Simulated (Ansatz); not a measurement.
AlRu, 2 atoms in the cell. It takes space group Pm-3m (No. 221, cubic). The conventional cell has a = 2.992 Å, b = 2.992 Å, c = 2.992 Å, α = 90.00°, β = 90.00°, γ = 90.00°. Around Ru (site symmetry m-3m) lie 8 Al at 2.59 Å. Around Al (site symmetry m-3m) lie 8 Ru at 2.59 Å. 

* Program: Ansatz 0.2.0
* Task: relaxation of cell and atoms
* Functional: PBEsol
* Potentials or basis: all-electron LAPW, scalar-relativistic
* Basis error allowed: 0.001 eV/atom
* k mesh: 9 × 9 × 9
* Occupations: fermi-dirac, width 0.05 eV
* Spin: no spin polarisation

Potentials or basis: all-electron LAPW, scalar-relativistic.

Run with:

```console
$ ansatz run input.yaml --threads 1 --pin off --max-ram 3072MiB --backend cpu --events-out ev --progress --plain --runs-dir out
```

Hardware: 1 thread of AMD EPYC 9R45 96-Core Processor (Zen 5), with other jobs on the host.

Problem. How long does it take, and how much memory?

Solution. Wall time 6.8 s on 1 thread of AMD EPYC 9R45 96-Core Processor (Zen 5), with other jobs on the host, peak memory 0.35 GiB. Counts: scf iterations 20, plane waves 251, k points 35, bands 23, ion steps 4.
